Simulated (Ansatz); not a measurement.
## La in Ansatz: the effect of target pressure

Crystal: La.

```xyz
2
Lattice="3.7500 0.0000 0.0000 -1.8750 3.2476 0.0000 0.0000 0.0000 6.0700" Properties=species:S:1:pos:R:3 pbc="T T T"
La    1.8750    1.0825    4.5525
La    0.0000    2.1651    1.5175
```

This isn't the form of La at room conditions, which is double hcp.

Alike in all runs:

| Item | Value |
| --- | --- |
| Program | Ansatz 0.2.0 |
| Task | relaxation of cell and atoms |
| Functional | PBEsol |
| Potentials or basis | Ansatz PAW |
| Cutoff | 420 eV (not typed: the program's choice for these potentials) |
| k mesh | 8 × 8 × 5 |
| Occupations | fermi-dirac, width 0.05 eV |
| Spin | no spin polarisation |

Each run relaxes the cell or the atoms first.

**Question.** One run gave: relaxed volume 22.72 Å³/atom. Which target pressure did it use?
A. 10 GPa
B. 30 GPa
C. 5 GPa
D. 20 GPa
E. 2 GPa

**Answer.** D.

```tsv
target pressure	relaxed volume (Å³/atom)
0 GPa	34.77
2 GPa	32.09
5 GPa	29.34
10 GPa	26.01
20 GPa	22.72
30 GPa	20.71
```

Caveats: the plane-wave basis is chosen anew once the cell has moved, so the energies of steps on either side of that aren't comparable; the PAW data sets come from PBE, with cores solved anew for the run's functional, which leaves a small shift of forces and pressure; the volume moved by over 15 % at a fixed basis, so the end points are rough (some runs).

Runs at the PBE level aren't shown here.
